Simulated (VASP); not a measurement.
Method: PBEsol GGA, VASP's PBE PAW potentials (set 64) (plane waves; VASP).

VASP ran on this input.

KPOINTS:
```
K-points
0
G
 3 3 3
```

INCAR:
```
! general
SYSTEM  = CsPbI3
PREC    = Accurate
ENCUT   = 400   ! plane-wave cut-off (eV)
LREAL   = .FALSE.   ! projection in real space or not
LASPH   = .TRUE.   ! aspherical one-centre terms

! electronic loop
EDIFF   = 1E-6   ! SCF stop (eV)
NELM    = 100   ! most electronic steps
ALGO    = Normal   ! blocked Davidson
LMAXMIX = 4   ! l cut-off of mixed one-centre charges

! smearing
ISMEAR  = 0   ! Gaussian
SIGMA   = 0.05   ! width (eV)

! functional
GGA     = PS   ! PBEsol

! ions
IBRION  = 2   ! conjugate gradients
NSW     = 60   ! most ionic steps
ISIF    = 3   ! ions, shape and volume
EDIFFG  = -0.02

! output
LWAVE   = .FALSE.
LCHARG  = .FALSE.
```

### POSCAR
```
CsPbI3
1.0
  6.2589784153   0.0000000000   0.0000000000
  0.0000000000   6.2589784153   0.0000000000
  0.0000000000   0.0000000000   6.2589784153
Cs Pb I
1 1 3
Cart
  0.0000000000   0.0000000000   0.0000000000
  3.1294892076   3.1294892076   3.1294892076
  3.1294892076   0.0000000000   3.1294892076
  0.0000000000   3.1294892076   3.1294892076
  3.1294892076   3.1294892076   0.0000000000
```

POTCAR, in this order: Cs_sv Pb_d I (PBE.64 set). Program: vasp_std.

What VASP printed:

**OUTCAR**
```
 ion  position               nearest neighbor table
   1  0.000  0.000  0.000-
   2  0.500  0.500  0.500-   3 3.13   4 3.13   5 3.13   5 3.13   3 3.13   4 3.13
   3  0.500  0.000  0.500-   2 3.13   2 3.13
   4  0.000  0.500  0.500-   2 3.13   2 3.13
   5  0.500  0.500  0.000-   2 3.13   2 3.13
  LATTYP: Found a simple cubic cell.
 ALAT       =     6.2589784153
 Subroutine PRICEL returns:
 Original cell was already a primitive cell.
 Subroutine GETGRP returns: Found 48 space group operations
The static configuration has the point symmetry O_h .
The dynamic configuration has the point symmetry O_h .
 Subroutine INISYM returns: Found 48 space group operations
 Subroutine IBZKPT returns following result:
 Found      4 irreducible k-points:

 Following reciprocal coordinates:
            Coordinates               Weight
  0.000000  0.000000  0.000000      1.000000
  0.333333  0.000000  0.000000      6.000000
  0.333333  0.333333  0.000000     12.000000
  0.333333  0.333333  0.333333      8.000000
   k-points           NKPTS =      4   k-points in BZ     NKDIM =      4   number of bands    NBANDS=     26
   number of dos      NEDOS =    301   number of ions     NIONS =      5
...
```

OSZICAR:
```
       N       E                     dE             d eps       ncg     rms          rms(c)
DAV:   1     0.323481474291E+03    0.32348E+03   -0.15325E+04   208   0.117E+03
DAV:   2     0.186561146672E+02   -0.30483E+03   -0.29892E+03   264   0.282E+02
DAV:   3    -0.143945753295E+02   -0.33051E+02   -0.32983E+02   246   0.104E+02
DAV:   4    -0.154563720327E+02   -0.10618E+01   -0.10607E+01   320   0.261E+01
DAV:   5    -0.154874067243E+02   -0.31035E-01   -0.31034E-01   266   0.272E+00    0.380E+00
DAV:   6    -0.152326062385E+02    0.25480E+00   -0.49215E-01   296   0.479E+00    0.248E+00
DAV:   7    -0.152049576503E+02    0.27649E-01   -0.29910E-01   270   0.277E+00    0.938E-01
DAV:   8    -0.152082124869E+02   -0.32548E-02   -0.40931E-02   222   0.172E+00    0.205E-01
DAV:   9    -0.152079946775E+02    0.21781E-03   -0.40668E-03   270   0.590E-01    0.760E-02
DAV:  10    -0.152081673791E+02   -0.17270E-03   -0.54946E-04   244   0.121E-01    0.471E-02
DAV:  11    -0.152081938798E+02   -0.26501E-04   -0.39479E-04   256   0.157E-01    0.301E-02
DAV:  12    -0.152081973264E+02   -0.34465E-05   -0.40726E-05   256   0.365E-02    0.263E-02
DAV:  13    -0.152081961488E+02    0.11776E-05   -0.32775E-06   196   0.133E-02    0.117E-02
DAV:  14    -0.152081956727E+02    0.47613E-06   -0.47901E-06   188   0.165E-02
   1 F= -.15208196E+02 E0= -.15208196E+02  d E =-.152082E+02
       N       E                     dE             d eps       ncg     rms          rms(c)
DAV:   1    -0.153240836029E+02   -0.11589E+00   -0.28943E+00   256   0.169E+01    0.172E+00
DAV:   2    -0.152346681046E+02    0.89415E-01   -0.17449E-01   236   0.444E+00    0.658E-01
DAV:   3    -0.152157753281E+02    0.18893E-01   -0.71596E-02   266   0.240E+00    0.277E-01
DAV:   4    -0.152156370124E+02    0.13832E-03   -0.11836E-03   216   0.215E-01    0.215E-01
DAV:   5    -0.152155468296E+02    0.90183E-04   -0.69887E-04   266   0.209E-01    0.572E-02
DAV:   6    -0.152155480968E+02   -0.12672E-05   -0.73233E-05   234   0.829E-02    0.563E-03
DAV:   7    -0.152155492255E+02   -0.11287E-05   -0.52282E-06   216   0.132E-02    0.479E-03
DAV:   8    -0.152155490370E+02    0.18850E-06   -0.58190E-07   146   0.508E-03
   2 F= -.15215549E+02 E0= -.15215549E+02  d E =-.735336E-02
       N       E                     dE             d eps       ncg     rms          rms(c)
DAV:   1    -0.152263623290E+02   -0.10813E-01   -0.27838E-01   256   0.533E+00    0.529E-01
DAV:   2    -0.152178579353E+02    0.85044E-02   -0.16528E-02   236   0.136E+00    0.204E-01
DAV:   3    -0.152160420322E+02    0.18159E-02   -0.68742E-03   266   0.749E-01    0.845E-02
DAV:   4    -0.152160327436E+02    0.92887E-05   -0.11246E-04   214   0.666E-02    0.675E-02
DAV:   5    -0.152160284366E+02    0.43070E-05   -0.65537E-05   270   0.638E-02    0.180E-02
DAV:   6    -0.152160294083E+02   -0.97170E-06   -0.75423E-06   214   0.267E-02
   3 F= -.15216029E+02 E0= -.15216029E+02  d E =-.783374E-02
```

OUTCAR:
```
------------------------ aborting loop because EDIFF is reached ----------------------------------------
  FORCE on cell =-STRESS in cart. coord.  units (eV):
  Direction    XX          YY          ZZ          XY          YZ          ZX
  --------------------------------------------------------------------------------------
  Total       -0.0113335     -0.0113335     -0.0113335      0.0000000      0.0000000     -0.0000000
  in kB       -0.0758649     -0.0758649     -0.0758649      0.0000000      0.0000000     -0.0000000
  external PRESSURE =      -0.0758649 kB  Pullay stress =       0.0000000 kB
  volume of cell :      239.35
      direct lattice vectors                 reciprocal lattice vectors
     6.208852476 -0.000000000  0.000000000     0.161060358 -0.000000000  0.000000000
     0.000000000  6.208852476  0.000000000     0.000000000  0.161060358  0.000000000
    -0.000000000 -0.000000000  6.208852476    -0.000000000  0.000000000  0.161060358
 POSITION                                       TOTAL-FORCE (eV/Angst)
 -----------------------------------------------------------------------------------
      0.00000      0.00000      0.00000         0.000000      0.000000      0.000000
      3.10443      3.10443      3.10443        -0.000000     -0.000000      0.000000
      3.10443     -0.00000      3.10443         0.000000      0.000000      0.000000
     -0.00000      3.10443      3.10443         0.000000      0.000000      0.000000
      3.10443      3.10443      0.00000         0.000000      0.000000      0.000000
 -----------------------------------------------------------------------------------
    total drift:                                0.000000     -0.000000     -0.000000
  FREE ENERGIE OF THE ION-ELECTRON SYSTEM (eV)
  ---------------------------------------------------
  free  energy   TOTEN  =       -15.2160294083 eV

  energy  without entropy=      -15.2160294083  energy(sigma->0) =      -15.21602941

 reached required accuracy - stopping structural energy minimisation
```
(Selected blocks of OUTCAR.)

### CONTCAR
```
CsPbI3
   1.00000000000000
     6.2088524761446715   -0.0000000000000000    0.0000000000000000
     0.0000000000000000    6.2088524761446715    0.0000000000000000
    -0.0000000000000000   -0.0000000000000000    6.2088524761446715
  Cs              Pb              I
     1     1     3
Direct
     0.0000000000000000    0.0000000000000000    0.0000000000000000
     0.5000000000000000    0.5000000000000000    0.5000000000000000
     0.5000000000000000    0.0000000000000000    0.5000000000000000
     0.0000000000000000    0.5000000000000000    0.5000000000000000
     0.5000000000000000    0.5000000000000000    0.0000000000000000
```

Energy and stress use the plane-wave basis of the starting cell.

The compound is CsPbI3 in the cubic perovskite structure, the ideal cubic form; the compound distorts at low or room temperature. This run relaxes it. Symmetry was kept, so distortions that lower it aren't found. The start is the result of an earlier pass.
